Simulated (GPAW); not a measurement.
Crystal: PbS (Galena).

```
Pb S
1.0
     0.00000    2.96575    2.96575
     2.96575    0.00000    2.96575
     2.96575    2.96575    0.00000
Pb S
1 1
Direct
  0.00000 0.00000 0.00000
  0.50000 0.50000 0.50000
```

| Property | Result |
| --- | --- |
| Program | GPAW 26.7.0 |
| Task | relaxation of cell and atoms |
| Functional | BLYP |
| Dispersion | D4 |
| Potentials or basis | PAW data sets generated in the run's folder for this functional |
| Cutoff | 600 eV |
| Basis | pw |
| k mesh | 8 × 8 × 8 |
| Occupations | fermi-dirac, width 0.05 eV |
| Spin | no spin polarisation |

At the start: pressure 1.7 GPa; volume 26.09 Å³/atom.

Question: How do energy, volume and symmetry change on relaxing?

Answer: Over 12 steps the energy falls by 33.1 meV/atom and the volume is 28.75 Å³/atom (+10.2 %); space group Fm-3m (No. 225, to 0.05 Å).

Step by step:
```tsv
step	energy change (eV)	largest force (eV/Å)	pressure (GPa)	volume (Å³)
1	0.0000	0.0000	1.66	52.17
2	-0.0029	0.0000	1.32	52.47
3	-0.0089	0.0000	0.25	53.71
4	-0.0093	0.0000	0.14	54.01
5	-0.0101	0.0000	0.24	54.43
6	-0.0183	0.0000	2.87	55.47
7	-0.0528	0.0000	4.79	56.63
8	-0.0276	0.0000	-4.58	59.54
9	-0.0616	0.0000	-2.35	58.07
10	-0.0523	0.0000	4.85	56.62
11	-0.0660	0.0000	-0.47	57.58
12	-0.0662	0.0000	-0.03	57.49
```

Final structure:
```
Pb S
1.0
     0.00001    3.06335    3.06335
     3.06335    0.00001    3.06335
     3.06335    3.06335    0.00001
Pb S
1 1
Direct
  0.00000 0.00000 0.00000
  0.50000 0.50000 0.50000
```

Caveat: later steps reuse the first step's grids; the volume moved by +10 % from the deposited cell, more than functionals usually miss.
